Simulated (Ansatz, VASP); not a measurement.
Pt in VASP and in Ansatz

```
CELL_PARAMETERS angstrom
2.87109 0.00000 0.00000
-1.43555 2.48644 0.00000
0.00000 0.00000 4.79213
ATOMIC_POSITIONS crystal
Pt 0.66667 0.33333 0.75000
Pt 0.33333 0.66667 0.25000
```

Change from the starting cell: strain +0.040 along x and y, +0.000 along z, atoms carried along.

Alike in both runs: task single point; functional PBEsol; k mesh 18 × 18 × 10; occupations gaussian, width 0.15 eV; no spin polarisation.

|  | VASP | Ansatz |
| --- | --- | --- |
| version | VASP 6.6.1 | Ansatz 0.2.0 |
| potentials or method | VASP PAW PBE potentials, release 64 (Pt) | scalar-relativistic, plane waves, PAW |
| plane-wave cutoff (eV) | 520 | 420 |
| valence electrons in the cell | 20 | 36 |

|  | VASP | Ansatz | Ansatz less VASP |
| --- | --- | --- | --- |
| gap on the k mesh at the Fermi level (eV) | none | none | - |
| pressure (GPa) | -25.2 | -24.9 | +0.31 |
| largest component of the traceless stress (GPa) | 3.32 | 3.42 | +0.101 |

A gap of «none» marks a metal or a gap that the smearing closes. The two sets of potentials don't hold the same shells in valence.

Caveats: so large a pressure means that the cell lies far from this level's equilibrium, or that cutoff or potentials fall short (VASP); the potentials were made for another functional, which shifts forces and pressure (VASP). Spin-orbit coupling is left out, which matters for the levels of Pt.
